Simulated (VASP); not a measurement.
Crystal: ZnO (zincite).

```xyz
4
Lattice="3.2493 0.0000 0.0000 -1.6247 2.8140 0.0000 0.0000 0.0000 5.2057" Properties=species:S:1:pos:R:3 pbc="T T T"
Zn    0.0000    1.8760    2.6029
Zn    1.6247    0.9380    0.0000
O     1.6247    0.9380    1.9730
O     0.0000    1.8760    4.5759
```

Base run:

- Program: VASP 6.6.1
- Functional: TB-mBJ
- Potentials or basis: VASP PAW PBE potentials, release 64 (Zn, O)
- Cutoff: 520 eV
- k mesh: 9 × 9 × 5
- Occupations: gaussian, width 0.03 eV
- Spin: no spin polarisation

Its results: band gap on the k mesh 2.58 eV, direct.

**Question.** The run is repeated on the same cell with these changes: functional from TB-mBJ to PBE; further incar settings from ALGO = Normal; EDIFF = 1e-06 to ALGO = Fast; EDIFF = 1e-06. What comes out?

**Answer.** Band gap on the k mesh 0.79 eV, direct.

Not every run made on this cell is shown here.
